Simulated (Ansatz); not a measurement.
**Quasiparticle gap of RbCl (Fm-3m)**

How far does one-shot GW move the PBE gap of RbCl (Fm-3m)?

Method: PBE, then G0W0 on it, plane waves, PAW, in Ansatz 0.2.0.

### 1. Starting point

Symmetry: Fm-3m, No. 225, cubic system. The conventional cell has a = 6.579 Å, b = 6.579 Å, c = 6.579 Å, α = 90.00°, β = 90.00°, γ = 90.00°. Nearest to Rb lie 6 Cl at 3.29 Å. Nearest to Cl lie 6 Rb at 3.29 Å. Farther neighbours and most contacts between anions are not listed.

The cell and positions come from the Crystallography Open Database and are kept as given unless a step says otherwise.

### 2. The PBE band structure

Levels along a band path and on the mesh show where this functional puts the band edges.

This step: DFT, PBE, plane waves, PAW; PAW set soft_1.

The input, input.yaml:

```yaml
crystal:
  lattice:
    - [0.0, 3.2895, 3.2895]
    - [3.2895, 0.0, 3.2895]
    - [3.2895, 3.2895, 0.0]
  atoms:
    - { symbol: Rb, position: [0.0, 0.0, 0.0] }
    - { symbol: Cl, position: [0.5, 0.5, 0.5] }
kpoints:
  mp_grid: { grid: [6, 6, 6] }
  band_path:
    path:
      - [[0.0, 0.0, 0.0], [0.5, 0.0, 0.5], [0.625, 0.25, 0.625]]
      - [[0.375, 0.375, 0.75], [0.0, 0.0, 0.0], [0.5, 0.5, 0.5], [0.5, 0.25, 0.75], [0.5, 0.0, 0.5]]
    npoints: 10
hamiltonian:
  xc: pbe
  pseudopotentials: { kind: paw, azcp: { folder: soft_1 } }
scf:
  occupations: { method: fermi_dirac, width: 0.02 }
  n_extra_bands: 4
output:
  eigenvalues: true
```

The run is started by

```sh
$ ansatz run input.yaml --threads 24 --pin off --max-ram 82944MiB --backend cuda --events-out ev --progress --plain --runs-dir out --devices 1 --max-vram 78GiB
```

Numbers of over 12 decimals in the logs are rounded to 6 here.

The log of the run:

```text
scf.n_extra_bands = 4 over 8 filled bands (N_el = 16.0): the run solves 12 bands
GPUs: using 1 of 1 available (devices: 1).
Engine: ansatz 0.2.0, aarch64-unknown-linux-gnu
Pseudopotentials: kind: paw
Pseudopotential: Rb, paw, valence charge 9, recommended cutoff 420 eV (normal), soft_1/Rb.paw.azcp
Pseudopotential: Cl, paw, valence charge 7, recommended cutoff 420 eV (normal), soft_1/Cl.paw.azcp
Functional definition: PBE
  parameter kappa = 0.804
  parameter beta = 0.066725
  exchange = pbe_x(kappa = kappa, mu = beta*pi^2/3)
  correlation = pbe_c(beta = beta)
device memory: the entry about to start is reckoned to put 0.7 GiB on a device that reports 174.3 GiB free (of which the cap on the GPU budget leaves the run 78.0 GiB)
GPU FFT provider: cuFFT
GPU libraries: cuBLAS 13.8.1, cuFFT 12.4.0, cuSOLVER 12.3.2
GPU matrix products: emulated (plane waves: as basis.precision tells), large ones in fixed point in workspaces of 1.00 GiB
Crystal: 2 atoms, lattice volume = 71.190 Å³
Basis set: ecut = 420 eV, 1411 PW (Γ)
Bands: 12, of which v1, the nominal top of the filled ones, is band 8 counted from 1 (7 counted from 0)
Symmetry: 48 space group operations
Space group: Fm-3m (ITA 225), of the structure as read, at distance tolerance 4.1e-5 Å
k-points: 16 of 216
Non-local potential: Rb, projectors of the file, l = 0: 3, l = 1: 2, l = 2: 2
Non-local potential: Cl, projectors of the file, l = 0: 2, l = 1: 2, l = 2: 1
PAW form: soft (Blöchl's): semilocal exchange-correlation on the pseudo side does not see the compensation charge
PAW one-centre angular grid: Rb, 110 points (default); XC on 64 Gauss nodes
PAW one-centre angular grid: Cl, 110 points (default); XC on 64 Gauss nodes
Initial density: superposition of atomic densities (chi_scale 0.1, normalization cell, long waves kept (reshape's long-wave potential 0.00 eV rms))
Initial wavefunctions: pseudopotential atomic-orbital guess
GPU buffer pool allocated for 32768 grid points (all kernels)
GPU transforms: local potential and band sums: pruned to the plane-wave sphere, on 30×32×32
Functional: x = pbe(κ = 0.804, μ = 0.219515), c = pbe(β = 0.066725)
SCF iter   1: F=—  HF=-4351.441677 eV  |F-HF|=—  |Δ(HF+E_count)|=         —  Δρ=3.74e-2  dr2=1.79e0  ethr=3.10e-3  ⟨swp⟩=8.6  Hψ=1434  notcnv=0
preconditioner: auto → none  [insulator: Δε(μ)=3.662 eV  Ē_g=13.572 eV  σ=0.020 eV  W_gap=1.00  n_scr=14 (ndim 8)  ℏωp=16.5 eV  f_vac=0.000  D(μ)=0.00/eV (n_scr^D=0)  ε∞_Penn≈2.5]
SCF iter   2: F=—  HF=-4350.785436 eV  |F-HF|=—  |Δ(HF+E_count)|=   6.56e-1  Δρ=1.05e-2  dr2=1.33e-1  ethr=3.10e-3  ⟨swp⟩=3.5  Hψ=581  notcnv=0
SCF iter   3: F=—  HF=-4350.763305 eV  |F-HF|=—  |Δ(HF+E_count)|=   2.21e-2  Δρ=3.94e-3  dr2=1.39e-2  ethr=8.29e-4  ⟨swp⟩=2.2  Hψ=310  notcnv=0
SCF iter   4: F=—  HF=-4350.771745 eV  |F-HF|=—  |Δ(HF+E_count)|=   8.44e-3  Δρ=1.18e-3  dr2=9.53e-4  ethr=8.66e-5  ⟨swp⟩=3.2  Hψ=389  notcnv=0
SCF iter   5: F=—  HF=-4350.772963 eV  |F-HF|=—  |Δ(HF+E_count)|=   1.22e-3  Δρ=1.03e-4  dr2=8.57e-6  ethr=5.96e-6  ⟨swp⟩=2.8  Hψ=517  notcnv=0
SCF iter   6: F=—  HF=-4350.772993 eV  |F-HF|=—  |Δ(HF+E_count)|=   2.98e-5  Δρ=3.15e-5  dr2=8.25e-7  ethr=5.36e-8  ⟨swp⟩=2.0  Hψ=333  notcnv=0
SCF iter   7: F=-4350.772993 eV  HF=-4350.772993 eV  |F-HF|=7.32e-9  |Δ(HF+E_count)|=   2.18e-7  Δρ=4.34e-6  dr2=1.22e-8  ethr=6.25e-10  ⟨swp⟩=5.6  Hψ=956  notcnv=0
SCF 1 converged in 7 iterations: F = -4350.772993 eV  dr2 = 1.22e-8
  greatest PAW one-centre occupation: 0.973 electrons in one spin orbital (limit 2), on the Rb atom at site 0 (counted from 0), in its partial waves of l = 0
device memory: the entry about to start is reckoned to put 1.0 GiB on a device that reports 174.2 GiB free (of which the cap on the GPU budget leaves the run 78.0 GiB)
NSCF: frozen V_eff on 62 k-points, pencils in batches of 32, up to order 56
SCF converged after 7 iterations
Free energy (F): -4350.772993 eV
Harris-Foulkes:  -4350.772993 eV  (|F-HF|=7.32e-9)
Internal energy: -4350.772993 eV  (E = F + TS)
E sigma→0 (E₀):  -4350.772993 eV
Fermi energy:    3.542251 eV
--- Per-component energies (eV) ---
  E_band       = -105.565451
  E_kinetic    = 335.051396
  E_local      = -806.524873  (includes V_loc(G=0)·N_el)
  E_nonlocal   = 218.773416
  E_hartree    = 218.913038
  E_xc         = -232.886895
  E_vxc        = -247.434180  (∫ρ·V_xc dr)
  E_paw        = -3281.559787  (= ΣΔE_a)
  E_vpaw       = -43.259111  (= ΣTr[D̂ρ^β])
  E_aug_tail   = 0.000092  (compensation charges beyond the density's cutoff)
  E_ewald      = -802.539380
  E_smearing   = -0.000000  (= −TS)
  E_closure    = 0.000000  (closes the sum)
  Σ components = -4350.772993   (vs F -4350.772993, Δ=0.00e0)
--- Band table (eV; the first three rows and the last of 16) ---
  k-point 0: bands = [... 4 lower, -6.9427, 1.0234, 1.0234, 1.0234, 6.0279, 9.0090, 9.0090, 9.0090]
  k-point 1: bands = [... 4 lower, -6.9359, 0.7678, 0.9343, 0.9343, 6.6488, 8.8390, 9.3524, 9.3524]
  k-point 2: bands = [... 4 lower, -6.9227, 0.3451, 0.7659, 0.7659, 7.9854, 8.8358, 10.3027, 10.3027]
  k-point 15: bands = [... 4 lower, -6.9593, 0.6652, 0.7403, 0.8465, 7.9253, 9.5805, 9.8324, 10.8615]
```

Wall time 1.8 s (1 × NVIDIA GB200 (shared by 2 runs) with 24 threads of Arm Neoverse V2, shared host); peak memory 1 GiB; 1.8 s of CPU time.

Numbers from this step:

```
filled bands         : 8
gap                  : 5.004 eV
valence top at       : Γ
conduction bottom at : Γ
least direct gap     : 5.004 eV
```

Over mesh and path the gap is 5.004 eV, direct, at k = Γ.

The electronic bands at the labelled points (eV, zero at the top of the highest nominally filled band; v1 is the highest filled band, c1 the lowest empty one):

| point | v4 | v3 | v2 | v1 | c1 | c2 | c3 | c4 |
| --- | --- | --- | --- | --- | --- | --- | --- | --- |
| Γ | -7.97 | 0.00 | 0.00 | 0.00 | 5.00 | 7.99 | 7.99 | 7.99 |
| halfway | -7.98 | -0.53 | -0.07 | -0.07 | 6.37 | 6.88 | 9.43 | 9.50 |
| X | -8.07 | -0.32 | -0.10 | -0.10 | 6.21 | 8.07 | 9.72 | 10.04 |
| halfway | -8.05 | -0.31 | -0.19 | -0.14 | 6.41 | 8.34 | 9.35 | 10.20 |
| U | -8.02 | -0.40 | -0.28 | -0.22 | 6.95 | 8.71 | 9.06 | 9.75 |
| jump to K | -8.02 | -0.40 | -0.28 | -0.22 | 6.95 | 8.71 | 9.06 | 9.75 |
| halfway | -7.94 | -0.59 | -0.27 | -0.11 | 6.66 | 7.61 | 8.81 | 9.51 |
| Γ | -7.97 | 0.00 | 0.00 | 0.00 | 5.00 | 7.99 | 7.99 | 7.99 |
| halfway | -7.95 | -0.48 | -0.17 | -0.17 | 6.27 | 7.76 | 8.74 | 8.74 |
| L | -7.94 | -0.86 | -0.34 | -0.34 | 7.75 | 7.98 | 10.16 | 10.16 |
| halfway | -7.96 | -0.65 | -0.29 | -0.29 | 7.73 | 7.86 | 9.74 | 9.89 |
| W | -7.95 | -0.44 | -0.24 | -0.24 | 7.67 | 7.67 | 9.34 | 9.37 |
| halfway | -8.01 | -0.30 | -0.27 | -0.15 | 6.61 | 8.54 | 8.99 | 10.05 |
| X | -8.07 | -0.32 | -0.10 | -0.10 | 6.21 | 8.07 | 9.72 | 10.04 |

The electronic bands as a text plot (rows in eV, shown from -8.0 to 8.0 only):

```
    7.7 |++++     +++      +++++++++++++++++++++++++++++++++
    7.0 |    +++++       ++    ++            ++             ++
    6.3 |      ++++++++++        +          +                 +++
    5.7 |   +++                   +++     ++
    5.0 |+++                         +++++
    4.3 |
    3.7 |
    3.0 |
    2.3 |
    1.7 |
    1.0 |
    0.3 |**                          ***
   -0.3 | ****************************  *************************
   -1.0 |                                     ********
   -1.7 |
   -2.3 |
   -3.0 |
   -3.7 |
   -4.3 |
   -5.0 |
   -5.7 |
   -6.3 |
   -7.0 |
   -7.7 |*******           ***********************************
         Γ           X  U|K            Γ         L        W     X
```

### 3. The quasiparticle correction

G0W0 replaces the xc potential by a self-energy built once from the orbitals of the start. Levels are corrected in the window of bands that the input names, at points of the mesh.

This step: G0W0 on PBE, plane waves, PAW; PAW set soft_1.

input.yaml, the sections that differ from step 2:

```yaml
kpoints:
  mp_grid: { grid: [4, 4, 4] }
scf:
  occupations: { method: fixed }
gw:
  n_empty_bands: 457
  ecut_chi: 200.0
  qp_bands: [v2, c2]
  qp_kpoints: band_edges
  screening: { model: contour_deformation }
# crystal, hamiltonian: as in step 2
# output: removed
```

The log of the run:

```text
GPUs: using 1 of 1 available (devices: 1).
[...]
GPU FFT provider: cuFFT
GPU libraries: cuBLAS 13.8.1, cuFFT 12.4.0, cuSOLVER 12.3.2
[...]
Crystal: 2 atoms, lattice volume = 71.190 Å³
Basis set: ecut = 420 eV, 1411 PW (Γ)
Bands: 12, of which v1, the nominal top of the filled ones, is band 8 counted from 1 (7 counted from 0)
Symmetry: 48 space group operations
[...]
k-points: 8 of 64
[...]
GPU buffer pool allocated for 32768 grid points (all kernels)
[...]
SCF iter   1: F=—  HF=-4351.441130 eV  |F-HF|=—  |Δ(HF+E_count)|=         —  Δρ=3.73e-2  dr2=1.78e0  ethr=3.10e-3  ⟨swp⟩=5.9  Hψ=553  notcnv=0  defer=12
[...]
SCF iter   7: F=-4350.772880 eV  HF=-4350.772880 eV  |F-HF|=7.57e-9  |Δ(HF+E_count)|=   1.98e-7  Δρ=4.88e-6  dr2=1.38e-8  ethr=6.25e-10  ⟨swp⟩=7.1  Hψ=547  notcnv=0
SCF 1 converged in 7 iterations: F = -4350.772880 eV  dr2 = 1.38e-8
[...]
NSCF: frozen V_eff on 8 k-points
the band table was solved once the SCF had ended and its energy, with any forces and stress, was formed, with the checks that follow a solve (667 applications of the Hamiltonian). They found nothing against the state; the energy, forces and stress were not computed again (output.eigenvalues in the input reference)
[...]
G₀W₀ screening: q 1/8
[... further progress lines ...]
[...]
SCF converged after 7 iterations
Free energy (F): -4350.772880 eV
[...]
Internal energy: -4350.772880 eV  (E = F + TS)
E sigma→0 (E₀):  -4350.772880 eV
Fermi energy:    1.023641 eV
[...]
--- Band table (eV; the first three rows and the last of 8) ---
  k-point 0: bands = [... 4 lower, -6.9427, 1.0236, 1.0236, 1.0236, 6.0280, 9.0091, 9.0091, 9.0091]
  k-point 1: bands = [... 4 lower, -6.9292, 0.5451, 0.8488, 0.8488, 7.2911, 8.7873, 9.7651, 9.7651]
  k-point 2: bands = [... 4 lower, -6.9163, 0.1630, 0.6863, 0.6863, 8.7706, 9.0057, 11.1820, 11.1820]
  k-point 7: bands = [... 4 lower, -6.9307, 0.5831, 0.7869, 0.7869, 8.6919, 8.6919, 10.3594, 10.3913]
--- G₀W₀: contour deformation, 6 samples at zero and on the imaginary axis and 2 off it, 64 q-points, 457 empty bands' worth ---
  eigenvalues of the whole cell's RPA ε∞ on this k-mesh (on a slab, of 1 + 4πα/V) = 2.1856, 2.1856, 2.1856; static W/v taken at q = 0 is 0.457530
  bands read: the sum over 465 bands ends inside a degenerate multiplet in 4 slots, whose members it reads at an even weight; the widest, k=0: bands 464 to 466 (counted from 1) at 2/3 each
  gw.qp_kpoints: band_edges: 8 of 8 stored k-points solved, in 1 pass; an edge of the gap read off the rows below is read off those points alone
    ik  band        ε_KS         Σx   Σc(E_QP)       V_xc       Z   E_QP_lin       E_QP  E_QP is
     0     7      1.0236   -20.6775     2.2900   -16.2253  0.7965    -1.2007    -1.1386  root
     0     8      1.0236   -20.6775     2.2900   -16.2253  0.7965    -1.2007    -1.1386  root
     0     9      6.0280    -4.1043    -3.0290    -7.7048  0.8701     6.6017     6.5994  root
     0    10      9.0091    -3.9073    -3.2301    -8.2405  0.8639    10.1223    10.1121  root
     1     7      0.8488   -20.3350     2.3199   -15.8380  0.7959    -1.3936    -1.3283  root
     1     8      0.8488   -20.3350     2.3199   -15.8380  0.7959    -1.3936    -1.3283  root
     1     9      7.2911    -4.9352    -3.1111    -8.6880  0.8618     7.9360     7.9328  root
     1    10      8.7873    -3.8298    -3.1649    -7.9049  0.8619     9.7046     9.6975  root
     2     7      0.6863   -20.0541     2.3550   -15.5066  0.7951    -1.5750    -1.5063  root
     2     8      0.6863   -20.0541     2.3550   -15.5066  0.7951    -1.5750    -1.5063  root
     2     9      8.7706    -3.8272    -3.0938    -7.5472  0.8625     9.4001     9.3968  root
     2    10      9.0057    -5.4126    -3.3097    -9.6039  0.8485     9.8949     9.8874  root
     3     7      0.9556   -20.5878     2.2953   -16.1179  0.7969    -1.2824    -1.2190  root
     3     8      0.9556   -20.5878     2.2953   -16.1179  0.7969    -1.2824    -1.2190  root
     3     9      7.3903    -4.6532    -3.1533    -8.5028  0.8631     8.0903     8.0866  root
     3    10      7.9072    -3.3044    -3.0406    -7.2121  0.8684     8.7801     8.7743  root
     4     7      0.7393   -20.2256     2.3290   -15.6974  0.7967    -1.5276    -1.4600  root
     4     8      0.8042   -20.3317     2.3271   -15.8162  0.7962    -1.4506    -1.3841  root
     4     9      8.1111    -3.6278    -3.0596    -7.5088  0.8652     8.9379     8.9325  root
     4    10      8.9719    -4.8593    -3.2889    -8.9434  0.8544     9.7729     9.7671  root
     5     7      0.7033   -20.1101     2.3543   -15.5642  0.7951    -1.5567    -1.4883  root
     5     8      0.8488   -20.3947     2.2975   -15.9056  0.7978    -1.4080    -1.3427  root
     5     9      8.3976    -4.8732    -3.2128    -8.8354  0.8572     9.1518     9.1470  root
     5    10      8.7858    -3.9279    -3.1528    -7.9250  0.8601     9.6364     9.6302  root
     6     7      0.9230   -20.6153     2.3017   -16.1289  0.7972    -1.3261    -1.2617  root
     6     8      0.9230   -20.6153     2.3017   -16.1289  0.7972    -1.3261    -1.2617  root
     6     9      7.2287    -3.1586    -2.9440    -6.8875  0.8709     8.0182     8.0137  root
     6    10      9.0915    -4.5569    -3.3925    -8.9321  0.8616    10.0822    10.0743  root
     7     7      0.7869   -20.3676     2.3045   -15.8568  0.7983    -1.4862    -1.4194  root
     7     8      0.7869   -20.3676     2.3045   -15.8568  0.7983    -1.4862    -1.4194  root
     7     9      8.6919    -3.9392    -3.1454    -7.9284  0.8604     9.5420     9.5358  root
     7    10      8.6919    -3.9392    -3.1454    -7.9284  0.8604     9.5420     9.5358  root
```

Elapsed: 4.7 s, on 1 × NVIDIA GB200 (shared by 2 runs) with 24 threads; peak memory 1.5 GiB; 10 s of CPU time.

This step gave:

```yaml
bands_summed: 465
rpa_eps_infinity_on_this_mesh_eigenvalues: 2.186, 2.186, 2.186
plane_waves_in_the_screening_matrix: 459
q_points_in_the_mesh: 64
g0w0_gap_over_the_corrected_points: 7.738 eV
k_of_the_valence_top: 0, 0, 0
k_of_the_conduction_bottom: 0, 0, 0
starting_gap_on_the_mesh: 5.004 eV
z_at_the_valence_top: 0.7965
z_at_the_conduction_bottom: 0.8701
least_direct_g0w0_gap_over_the_corrected_points: 7.738 eV
```

Over all 8 irreducible mesh points the G0W0 gap is 7.738 eV, direct, at k = Γ. The PBE gap of this run on the mesh is 5.004 eV. The two states that bound the G0W0 gap lie that far apart at the start, so the correction of the gap is 7.738 − 5.004 = +2.734 eV. The start of this run differs from the step before in mesh (6×6×6 and 4×4×4).

Labels follow the order of the start: v1 is the top filled band, c1 the lowest empty one; levels that stay degenerate share a row, the window can cut a multiplet, doubted levels are not marked in this list, bands outside the window were not corrected, and the list may be a part of the corrected levels. Levels before and after the correction, in eV, zero at the valence-band top of each column:

|  | conduction bottom | valence top |
| --- | --- | --- |
| Kohn-Sham | 5.00 | 0.00 |
| G0W0 | 7.74 | 0.00 |

|  | level | occupation | energy (eV) |
| --- | --- | --- | --- |
| Kohn-Sham | Γ v2-v1 | 2 | 0.000 |
| Kohn-Sham | Γ c1 | 0 | 5.004 |
| Kohn-Sham | Γ c2 | 0 | 7.985 |
| G0W0 | Γ v2-v1 | 2 | 0.000 |
| G0W0 | Γ c1 | 0 | 7.738 |
| G0W0 | Γ c2 | 0 | 11.251 |

The parts of the quasiparticle energy for the two states that bound the G0W0 gap, in eV on the run's own scale (QP = start + Σx + Σc − Vxc, with Σc at the quasiparticle energy):

| edge | k | band | start | Σx | Σc | Vxc | Z | QP |
| --- | --- | --- | --- | --- | --- | --- | --- | --- |
| valence top | Γ | 7 | 1.024 | −20.677 | 2.290 | −16.225 | 0.796 | −1.139 |
| conduction bottom | Γ | 9 | 6.028 | −4.104 | −3.029 | −7.705 | 0.870 | 6.599 |

(Part 1 of 2 ends here.)

[Paths, hosts, dates, memory and timing lines, banners, echoed tables and standing remarks are left out of the program output.]

[Logs are printed without paths, hosts, clocks, repeated set-up lines and the standing remarks that a program may print on its own settings, such as how far it seeks lower states.]

[Runs of the session that timed out or met a known fault of the program may be left out.]

[Cells called generated may have been cut or substituted from an entry of the Crystallography Open Database or the Materials Project.]

[Hosts, paths, dates, database ids (printed as entryN), source tags and the programs' standing remarks are cut or masked in the printed files.]

[Where an RPA ε∞ is given, it is that of the G0W0 mesh and is not shown converged in it. Names of k-points follow the symmetry that the program found, which can be lower than the space group named. Band edges on a path are those of the sampled points; other points can move an edge, and change direct to indirect where valleys lie close.]

[Hybrid gaps are those of their k-mesh and are not shown converged in it.]
